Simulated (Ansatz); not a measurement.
Crystal: HfN.

```
Hf N
1.0
     0.00000    2.45482    2.45482
     2.45482    0.00000    2.45482
     2.45482    2.45482    0.00000
Hf N
1 1
Direct
  0.00000 0.00000 0.00000
  0.25000 0.25000 0.25000
```

The cell comes from a database or a generator and needn't be the stable form of this composition.

Base run:

- Program: Ansatz 0.2.0
- Functional: PBE
- Potentials or basis: Ansatz PAW
- Cutoff: 420 eV (not typed: the program's choice for these potentials)
- k mesh: 9 × 9 × 9
- Occupations: gaussian, width 0.05 eV
- Spin: no spin polarisation

Its results: band gap on the k mesh none (metal or under the smearing width); pressure 0.7 GPa.

The run is repeated on the same cell with these changes: functional from PBE to RPBE; dispersion from none to D3(BJ). What comes out?

Band gap on the k mesh none (metal or under the smearing width); pressure -19.3 GPa.

Several settings changed at once, so the effect can't be laid on one alone.

Caveats: so large a pressure means that the cell lies far from this level's equilibrium, or that cutoff or potentials fall short (some runs); spin-orbit coupling is left out, which moves the levels of the heavy elements (some runs); pairwise dispersion overbinds metals, which lowers pressure and volume (some runs); the PAW data sets come from PBE, with cores solved anew for the run's functional, which leaves a small shift of forces and pressure (some runs).
